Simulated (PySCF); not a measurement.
# C8H6 (phenylacetylene) at 4 levels

Wanted: a comparison of 4 runs (B2PLYP/def2-SVP, CAM-B3LYP/def2-SVP, wB97M-V/def2-SVP, wB97X/def2-SVP) of C8H6 (phenylacetylene). Input form: a Python script.

The results are computed with PySCF 2.14.0.

1 further run of the same task is left out (set aside as unsound or not needed).

## (1) Starting point

The species is C8H6 (14 atoms), meant as a singlet with charge 0. As SMILES, `C#Cc1ccccc1`. The coordinates come from a PBE0-D4/def2-TZVP relaxation.

Bond lengths: C1–C2 1.203 Å, C2–C3 1.423 Å, C3–C4 1.397 Å, C4–C5 1.384 Å, C5–C6 1.388 Å, C6–C7 1.388 Å, C3–C8 1.397 Å, C7–C8 1.384 Å, C1–H9 1.064 Å, C4–H10 1.083 Å, C5–H11 1.084 Å, C6–H12 1.084 Å, C7–H13 1.084 Å, C8–H14 1.083 Å. Some angles: C1–C2–C3 180.0°, C2–C3–C4 120.4°, C2–C3–C8 120.4°, C4–C3–C8 119.2°, C3–C4–C5 120.2°, C4–C5–C6 120.3°, C5–C6–C7 119.8°, C6–C7–C8 120.3°, C3–C8–C7 120.2°, C2–C1–H9 180.0°.

## (2) A single-point energy at B2PLYP/def2-SVP (run 1)

The input, job.py:

```python
from pyscf import gto, dft, mp

molecule = gto.M(
    atom=[
    ('C', (1.321700, -0.516220, 3.030340)),
    ('C', (0.846540, -0.329910, 1.941510)),
    ('C', (0.284430, -0.110460, 0.652900)),
    ('C', (0.565160, 1.063620, -0.050590)),
    ('C', (0.016910, 1.272570, -1.303650)),
    ('C', (-0.815590, 0.318090, -1.870740)),
    ('C', (-1.098920, -0.850330, -1.177760)),
    ('C', (-0.554700, -1.066960, 0.075730)),
    ('H', (1.742160, -0.681210, 3.993830)),
    ('H', (1.215600, 1.804800, 0.397500)),
    ('H', (0.240780, 2.186580, -1.841420)),
    ('H', (-1.243440, 0.484750, -2.852480)),
    ('H', (-1.748640, -1.598470, -1.616930)),
    ('H', (-0.771970, -1.976820, 0.621750)),
],
    basis='def2-svp',
    spin=0,
    max_memory=1860,
    verbose=4,
)

myscf = dft.RKS(molecule, xc='0.53*HF + 0.47*B88, 0.73*LYP')
myscf.grids.level = 5
myscf.conv_tol = 1e-10
myscf.kernel()
if not myscf.converged:
    myscf = myscf.newton().run(myscf.mo_coeff, myscf.mo_occ)

pt = mp.MP2(myscf, frozen=8).run()
e_final = myscf.e_tot + 0.27 * pt.e_corr
print('PT2 part  %.8f' % (0.27 * pt.e_corr))
print('E = %.10f Eh' % e_final)
```

Run with:

```console
$ OMP_NUM_THREADS=1 python job.py
```

What it wrote:

```text
PySCF version 2.14.0

[... 88 lines left out ...]
converged SCF energy = -307.490720840864
[... 1 line left out ...]
******** <class 'pyscf.mp.mp2.RMP2'> ********
nocc = 19, nmo = 134
frozen orbitals 8
E(RMP2) = -308.755089885395  E_corr = -1.26436904453099
E(SCS-RMP2) = -308.717704748109  E_corr = -1.22698390724481
E_corr(same-spin) = -0.334914168683511
E_corr(oppo-spin) = -0.929454875847479
PT2 part  -0.34137964
E = -307.8321004829 Eh
```

Run time: 55 s. Hardware: 1 thread of Intel Xeon at 2.70GHz, shared host; peak memory 0.93 GiB.

## (3) A single-point energy at CAM-B3LYP/def2-SVP (run 2)

The input, job.py:

```python
from pyscf import gto, dft

mol = gto.Mole()
mol.atom = [
    ('C', (1.321700, -0.516220, 3.030340)),
    ('C', (0.846540, -0.329910, 1.941510)),
    ('C', (0.284430, -0.110460, 0.652900)),
    ('C', (0.565160, 1.063620, -0.050590)),
    ('C', (0.016910, 1.272570, -1.303650)),
    ('C', (-0.815590, 0.318090, -1.870740)),
    ('C', (-1.098920, -0.850330, -1.177760)),
    ('C', (-0.554700, -1.066960, 0.075730)),
    ('H', (1.742160, -0.681210, 3.993830)),
    ('H', (1.215600, 1.804800, 0.397500)),
    ('H', (0.240780, 2.186580, -1.841420)),
    ('H', (-1.243440, 0.484750, -2.852480)),
    ('H', (-1.748640, -1.598470, -1.616930)),
    ('H', (-0.771970, -1.976820, 0.621750)),
]
mol.max_memory = 1860
mol.basis = 'def2-svp'
mol.charge = 0
mol.verbose = 3
mol.build()

mf = dft.RKS(mol, xc='cam-b3lyp')
mf.conv_tol = 1e-10
mf.grids.level = 5
mf.kernel()
if not mf.converged:
    mf = mf.newton().run(mf.mo_coeff, mf.mo_occ)

e_tot = mf.e_tot
print('E = %.10f Eh' % e_tot)
```

Run with:

```console
$ OMP_NUM_THREADS=1 python job.py
```

What it wrote:

```text
converged SCF energy = -307.986844460125
E = -307.9868444601 Eh
```

Run time: 93 s. Hardware: 1 thread of Intel Xeon at 2.70GHz, shared host; peak memory 0.93 GiB.

Run 3 isn't shown in full; the table further down has it.

## (4) The energy at wB97X/def2-SVP (run 4)

The input, run.py:

```python
# C#Cc1ccccc1
from pyscf import gto, dft

mol = gto.M(
    atom='''
C      2.497651    -0.975514     5.726513
C      1.599729    -0.623440     3.668922
C      0.537495    -0.208739     1.233802
C      1.067998     2.009951    -0.095601
C      0.031955     2.404809    -2.463541
C     -1.541242     0.601103    -3.535186
C     -2.076658    -1.606891    -2.225644
C     -1.048231    -2.016262     0.143109
H      3.292205    -1.287300     7.547245
H      2.297151     3.410578     0.751166
H      0.455008     4.132037    -3.479779
H     -2.349761     0.916045    -5.390406
H     -3.304451    -3.020671    -3.055555
H     -1.458812    -3.735648     1.174937
''',
    max_memory=1860,
    charge=0,
    basis='def2-svp',
    unit='bohr',
    verbose=3,
)

myscf = dft.RKS(mol, xc='wb97x')
myscf.conv_tol = 1e-10
myscf.grids.level = 5
myscf.kernel()
if not myscf.converged:
    myscf = myscf.newton().run(myscf.mo_coeff, myscf.mo_occ)

e_final = myscf.e_tot
print(f'total energy: {e_final:.8f} hartree')
```

Run with:

```console
$ OMP_NUM_THREADS=1 python run.py
```

What it wrote:

```text
converged SCF energy = -308.081646735457
total energy: -308.08164674 hartree
```

Wall time 96 s (1 thread of Intel Xeon at 2.70GHz, shared host); peak memory 0.93 GiB.

## (5) The series

| run | level | frozen core orbitals | nlc grid | energy (Eh) | dipole moment (D) | HOMO energy (eV) | LUMO energy (eV) | wall time |
| --- | --- | --- | --- | --- | --- | --- | --- | --- |
| 1 | B2PLYP/def2-SVP | 8 | – | -307.832100 | 0.67 | -7.50 | 0.47 | 55 s |
| 2 | CAM-B3LYP/def2-SVP | – | – | -307.986844 | 0.65 | -7.97 | 0.22 | 93 s |
| 3 | wB97M-V/def2-SVP | – | 1 | -308.040344 | 0.62 | -8.85 | 1.11 | 5.9 min |
| 4 | wB97X/def2-SVP | – | – | -308.081647 | 0.64 | -8.97 | 1.11 | 96 s |

## (6) Outcome

| quantity | value |
| --- | --- |
| run 4: total energy | -308.08165 Eh |
| run 4: dipole moment | 0.64 D |
| run 4: HOMO energy | -8.97 eV |
| run 4: LUMO energy | 1.11 eV |
| run 4: HOMO–LUMO gap | 10.08 eV |

What this shows: The dipole moment (its size) runs from 0.62 D (wB97M-V/def2-SVP) to 0.67 D (B2PLYP/def2-SVP). A double hybrid's value is that of its SCF part. The HOMO–LUMO gap runs from 7.97 eV (B2PLYP/def2-SVP) to 10.08 eV (wB97X/def2-SVP). Totals of different functionals can't be ranked against each other. All runs together took 9.9 min, the longest 5.9 min.
